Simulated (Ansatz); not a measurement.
Rocksalt NbN (100), 2 layers, DFT, PBE, all-electron PAW with datasets made for the crystal, scalar-relativistic (Ansatz 0.2.0), on 1 thread of AMD EPYC 7R43 64-Core Processor (Zen 3) (shared host).

Command: `ansatz run input.yaml --threads 1 --pin off --max-ram 3584MiB --backend cpu --events-out ev --progress --plain --runs-dir out`

```yaml
crystal:
  lattice:
    - [3.1267856457, 0.0, 0.0]
    - [0.0, 3.1267856457, 0.0]
    - [0.0, 0.0, 18.211]
  atoms:
    - { symbol: Nb, position: [0.0, 0.0, 0.4469508578] }
    - { symbol: "N", position: [0.5, 0.5, 0.4335767421] }
    - { symbol: Nb, position: [0.5, 0.5, 0.5530491408] }
    - { symbol: "N", position: [0.0, 0.0, 0.5664232593] }
kpoints:
  mp_grid: { grid: [13, 13, 1] }
scf:
  occupations: { method: fermi_dirac, width: 0.1 }
hamiltonian:
  xc: pbe
  pseudopotentials: { kind: all_electron, datasets: crystal }
output:
  forces: true
  stress: true
  eigenvalues: true
efield:
  axis: 3
  amplitude: 0
  dipole_correction: true
```

Question: How large is the problem that the program sets up?

Answer: 28 irreducible k-points, 2579 plane waves at Γ, 29 bands.

Question: About how long does it take, and how much memory?

Answer: 43 s of wall time for 10 SCF iterations, with a peak of 0.97 GiB. Times on shared machines scatter by tens of per cent.
